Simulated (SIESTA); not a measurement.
**SnTe in SIESTA: convergence with Tolerance**

Input of the first run (Tolerance 0.1); the others differ in this setting and in those tied to it:

The input SnTe.fdf:

```
SystemName                      SnTe
SystemLabel                     SnTe
NumberOfSpecies                 2
NumberOfAtoms                   2
%block ChemicalSpeciesLabel
  1  52 Te
  2  50 Sn
%endblock ChemicalSpeciesLabel

LatticeConstant                 1.0 Ang
%block LatticeVectors
     0.0000000000     3.1508500000     3.1508500000
     3.1508500000     0.0000000000     3.1508500000
     3.1508500000     3.1508500000     0.0000000000
%endblock LatticeVectors
AtomicCoordinatesFormat         Fractional
%block AtomicCoordinatesAndAtomicSpecies
     0.5104120000     0.4941380000     0.5059000000  1  Te
     0.0035920000    -0.0098350000    -0.0035280000  2  Sn
%endblock AtomicCoordinatesAndAtomicSpecies

%block kgrid.MonkhorstPack
    5   0   0  0.0
    0   5   0  0.0
    0   0   5  0.0
%endblock kgrid.MonkhorstPack
XC.Functional                   GGA
XC.Authors                      PBEsol
PAO.BasisSize                   DZP
PAO.EnergyShift                 0.003 Ry
Mesh.Cutoff                     500 Ry
OccupationFunction              FD
ElectronicTemperature           0.05 eV
MaxSCFIterations                120
SCF.MustConverge                false
SCF.Mixer.Method                Pulay
SCF.Mixer.Weight                0.25
SCF.Mixer.History               8
SCF.DM.Tolerance                1.0e-01
SCF.H.Tolerance                 1.0e+00 eV
WriteForces                     true
Charge.Mulliken                 end
%block PAO.Basis
  Te 4
  n=5 0 2
    5.613 0.000
  n=5 1 2
    7.253 0.000
  n=4 2 2
    3.260 0.000
  n=5 2 1
    7.253
  Sn 4
  n=5 0 2
    6.406 0.000
  n=5 1 2
    8.599 0.000
  n=4 2 2
    3.767 0.000
  n=5 2 1
    8.599
%endblock PAO.Basis
```

Potentials or basis: PseudoDojo 0.4 standard (PBEsol files), DZP (energy shift 0.003 Ry; two zetas on semicore shells).

Launch:

```sh
$ siesta SnTe.fdf > SnTe.out 2>&1
```

The cell isn't the ideal one: atoms moved at random, drawn with an rms of 0.05 Å.

Hardware: 1 thread of Intel(R) Xeon(R) 6975P-C (Granite Rapids), with other jobs on the host.

Task: The values tried are 0.1, 0.01, 0.001, 0.0001, 1e-05, 1e-06, loosest first. From which on does the gap on the mesh stay within 0.01 eV of the tightest run that finished?

Result: From 0.01 on.

```
Tolerance  energy less the tightest run, at zero smearing (meV/atom)  gap on the mesh (eV)  SCF cycles  CPU time (s)  peak memory (GiB)
      0.1                                                       0.57                 0.920           3            15               0.26
     0.01                                                       0.04                 0.924           5            17               0.25
    0.001                                                       0.00                 0.930           7            18               0.26
   0.0001                                                       0.00                 0.930          10            21               0.26
    1e-05                                                       0.00                 0.930          10            21               0.26
    1e-06                                                       0.00                 0.930          11            22               0.26
```

Against the tightest run, the energy stays within 1 meV/atom from 0.1 on. The tightest run that finished is the yardstick and may itself not be fully converged.

Caveat, for the tightest run too: spin-orbit coupling is left out, which moves the levels of the heavy elements; an odd mesh through Γ misses points on the zone boundary, where band edges often lie; the basis of atomic orbitals isn't converged, which shifts pressures, moduli and gaps.
